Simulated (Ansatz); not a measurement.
**Sb under changes of volume**

One of the cells (26.654 Å³/atom); the others are scaled copies at fixed shape and fractional positions:

```xyz
2
Lattice="3.3545 0.0000 0.0000 -1.6773 2.9051 0.0000 0.0000 0.0000 5.4702" Properties=species:S:1:pos:R:3 pbc="T T T"
Sb    1.6773    0.9684    4.1026
Sb    0.0000    1.9367    1.3675
```

This isn't the form of Sb at room conditions, which is rhombohedral.

```yaml
Program: Ansatz 0.2.0
Functional: LDA
Potentials_or_basis: all-electron LAPW, scalar-relativistic
Cutoff: 157 eV (chosen from the basis error)
Basis_error_allowed: 0.001 eV/atom
k_mesh: 9 × 9 × 5
Occupations: fermi-dirac, width 0.05 eV
Spin: no spin polarisation
```

```tsv
volume (Å³/atom)	energy over the lowest point (meV/atom)	pressure (GPa)
25.055	1.75	1.4
25.588	0.00	-0.1
26.121	2.85	-1.5
26.654	9.79	-2.7
27.187	20.48	-3.8
27.720	?	?
28.253	52.17	-5.7
```

Question: What does the run at 27.720 Å³/atom give?

Answer: Energy over the lowest point 34.73 meV/atom; pressure -4.8 GPa.

Worked out: A Birch-Murnaghan fit of order 3 (a polynomial in V^(-2/3)) to the other rows has its minimum at 25.52 Å³/atom with B0 = V·E''(V) = 66 GPa and B' = 3.1 at fixed shape and positions, which overstates the stiffness. It gives 34.73 meV/atom at 27.720 Å³/atom, against the run's 34.73, and -dE/dV = -4.8 GPa, against -4.8.

Energies are extrapolated to zero smearing.
